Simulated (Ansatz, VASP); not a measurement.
## One calculation of AlPt, two programs

```
Al Pt
1.0
     4.87841    0.00000    0.00000
     0.00000    4.87841    0.00000
     0.00000    0.00000    4.87841
Al Pt
4 4
Direct
  0.84413 0.84413 0.84413
  0.65587 0.15587 0.34413
  0.34413 0.65587 0.15587
  0.15587 0.34413 0.65587
  0.15484 0.15484 0.15484
  0.34516 0.84516 0.65484
  0.65484 0.34516 0.84516
  0.84516 0.65484 0.34516
```

Alike in both runs: functional r2SCAN; k mesh 8 × 8 × 8; occupations gaussian, width 0.1 eV; no spin polarisation.

Ansatz relaxed the structure, and its values are those at the end. VASP's run is a single point on that final structure, the one shown.

|  | VASP | Ansatz |
| --- | --- | --- |
| version | VASP 6.6.1 | Ansatz 0.2.0 |
| potentials or method | VASP PAW PBE potentials, release 64 (Al, Pt) | scalar-relativistic, plane waves, PAW |
| plane-wave cutoff (eV) | 520 | 500 |
| valence electrons in the cell | 52 | 84 |

|  | VASP | Ansatz | Ansatz less VASP |
| --- | --- | --- | --- |
| gap on the k mesh at the Fermi level (eV) | none | none | - |
| pressure (GPa) | -0.1 | 0.0 | +0.13 |
| rms of the force components (eV/Å) | 0.005 | 0.001 | -0.0040 |

A gap of «none» marks a metal or a gap that the smearing closes. The two sets of potentials don't hold the same shells in valence.

Caveats: the PAW data sets were made with another functional, which shifts forces and pressure a little (VASP). The runs have no spin-orbit coupling, so splittings on Pt are missing.
